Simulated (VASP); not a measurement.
A run of VASP 6.6.1 is set up as follows.

Contents of INCAR:

```
SYSTEM = BeH8
ALGO = Normal
EDIFF = 1E-7
ENCUT = 520
GGA = PE
ISIF = 2
ISMEAR = 0
LASPH = .TRUE.
LCHARG = .TRUE.
LELF = .TRUE.
LREAL = .FALSE.
LVHAR = .TRUE.
LWAVE = .FALSE.
NBANDS = 15
NELM = 60
PREC = Accurate
SIGMA = 0.1
```

The input KPOINTS:

```
k-points
0
G
  6 6 6
  0 0 0
```

The input POSCAR:

```
BeH8
1.0
    0.0000000000      2.8078715571      2.8078715571
    2.8078715571      0.0000000000      2.8078715571
    2.8078715571      2.8078715571      0.0000000000
Be H
1 8
Direct
    0.0000000000      0.0000000000      0.0000000000
    0.7425631413      0.2574368587      0.2574368587
    0.2574368587      0.7425631413      0.7425631413
    0.2574368587      0.7425631413      0.2574368587
    0.7425631413      0.2574368587      0.7425631413
    0.2574368587      0.2574368587      0.7425631413
    0.7425631413      0.7425631413      0.2574368587
    0.2500000000      0.2500000000      0.2500000000
    0.5000000000      0.5000000000      0.5000000000
```

Potentials or basis: VASP PAW PBE potentials, release 64 (Be, H).

The run is started by

```console
$ cat potpaw_PBE.64/Be/POTCAR potpaw_PBE.64/H/POTCAR > POTCAR
$ mpirun -np 1 vasp_std > vasp.out
```

Problem. Predict the pressure.

Solution. -0.5 GPa.

Problem. Predict the largest force.

Solution. 0.009 eV/Å.

Problem. Estimate the band gap on the k mesh.

Solution. 0.14 eV, indirect (least direct gap 0.64 eV).

Forces in eV/Å, atoms in the order of the input:
```
Be   0.000  0.000  0.000
H    0.009  0.000  0.000
H   -0.009  0.000  0.000
H    0.000  0.009  0.000
H    0.000 -0.009  0.000
H    0.000  0.000  0.009
H    0.000  0.000 -0.009
H    0.000  0.000  0.000
H    0.000  0.000  0.000
```

A k mesh can miss the band edges.
